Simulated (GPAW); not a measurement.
Runs of GPAW 26.7.0 on Hf. Symmetry: Fm-3m, No. 225, cubic system. Conventional cell: a = 4.440 Å, b = 4.440 Å, c = 4.440 Å, α = 90.00°, β = 90.00°, γ = 90.00°. Hf (site symmetry m-3m) is surrounded by 12 Hf at 3.14 Å. This isn't the form of Hf at room conditions, which is hcp.

```tsv
task	level	potentials or basis	cell	band path	band points	gap on the mesh (eV)	pressure (GPa)	V0 of scaled cells (Å³/atom)	B0 (GPa)
band structure	LDA	the program's PAW data sets (release 1.2.1) made for this functional, pw	as given	GXWKGLUWLK,UX	80	-	(b)	-	-
equation of state	PBEsol	PAW data sets generated in the run's folder for this functional, pw	as given	-	-	-	-	21.64	(a)
equation of state	LDA	the program's PAW data sets (release 1.2.1) made for this functional, pw	as given	-	-	-	-	20.85	122
single point	PBEsol	PAW data sets generated in the run's folder for this functional, pw	cell strained at random at fixed volume	-	-	none	-1.1	-	-
single point	PBEsol	PAW data sets generated in the run's folder for this functional, pw	as given	-	-	none	-1.2	-	-
```

Alike in all rows: no spin polarisation; k mesh 10 × 10 × 10; cutoff (eV) 600; smearing fermi-dirac 0.05 eV.

Q: Fill in the values left out.

A: (a) 112; (b) -5.4.

Caveats: spin-orbit coupling is left out, which moves the levels of the heavy elements (some runs).

A k mesh can miss the band edges, and the runs leave out spin-orbit coupling on Hf.

A gap of «none» marks a metal or a gap under the smearing width.
